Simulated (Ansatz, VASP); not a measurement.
## CsH: VASP beside Ansatz

The input POSCAR:

```
CsH
1.0
    0.0000000000      3.2505256779      3.2505256779
    3.2505256779      0.0000000000      3.2505256779
    3.2505256779      3.2505256779      0.0000000000
Cs H
1 1
Direct
    0.0000000000      0.0000000000      0.0000000000
    0.5000000000      0.5000000000      0.5000000000
```

INCAR.step1

```
PREC = Accurate
ENCUT = 520
ISMEAR = 0
SIGMA = 0.02
LREAL = False
LASPH = True
NELM = 100
NBANDS = 12
GGA = PE
ALGO = Normal
EDIFF = 1E-4
LWAVE = True
LCHARG = False
```

File INCAR.step2:

```
PREC = Accurate
ENCUT = 520
EDIFF = 1E-6
ISMEAR = 0
SIGMA = 0.02
LREAL = False
LASPH = True
NELM = 100
ALGO = Normal
ISIF = 2
LWAVE = False
LCHARG = False
METAGGA = R2SCAN
LMIXTAU = True
NBANDS = 12
ISTART = 1
```

Contents of KPOINTS:

```
regular mesh
0
Gamma
  6 6 6
```

Input for Ansatz:

```yaml
crystal:
  lattice:
    - [0.0, 3.2505256779, 3.2505256779]
    - [3.2505256779, 0.0, 3.2505256779]
    - [3.2505256779, 3.2505256779, 0.0]
  atoms:
    - { symbol: Cs, position: [0.0, 0.0, 0.0] }
    - { symbol: H, position: [0.5, 0.5, 0.5] }
basis:
  ecutwfc: 500
kpoints:
  mp_grid: { grid: [6, 6, 6] }
hamiltonian:
  xc: r2scan
scf:
  occupations: { method: gaussian, width: 0.02 }
output:
  forces: true
  stress: true
  eigenvalues: true
  write_density: true
  write_potential: true
  elf: true
  volumetric_format: npy
```

Alike in both runs: task single point; functional r2SCAN; k mesh 6 × 6 × 6; occupations gaussian, width 0.02 eV; no spin polarisation.

```csv
,VASP,Ansatz
version,VASP 6.6.1,Ansatz 0.2.0
potentials or method,"VASP PAW PBE potentials, release 64 (Cs_sv, H)","scalar-relativistic, plane waves, PAW"
plane-wave cutoff (eV),520,500
valence electrons in the cell,10,10
```

```csv
,VASP,Ansatz,Ansatz less VASP
gap on the k mesh at the Fermi level (eV),2.72,2.74,+0.015
least direct gap on the mesh (eV),2.72,2.74,+0.015
pressure (GPa),-0.5,-0.5,-0.02
```

Caveats: the PAW data sets were made with another functional, which shifts forces and pressure a little (VASP); spin-orbit coupling is left out, which moves the levels of the heavy elements. A k mesh can miss the band edges. r2SCAN opens gaps a little over a GGA but as a rule still falls short of measured ones.
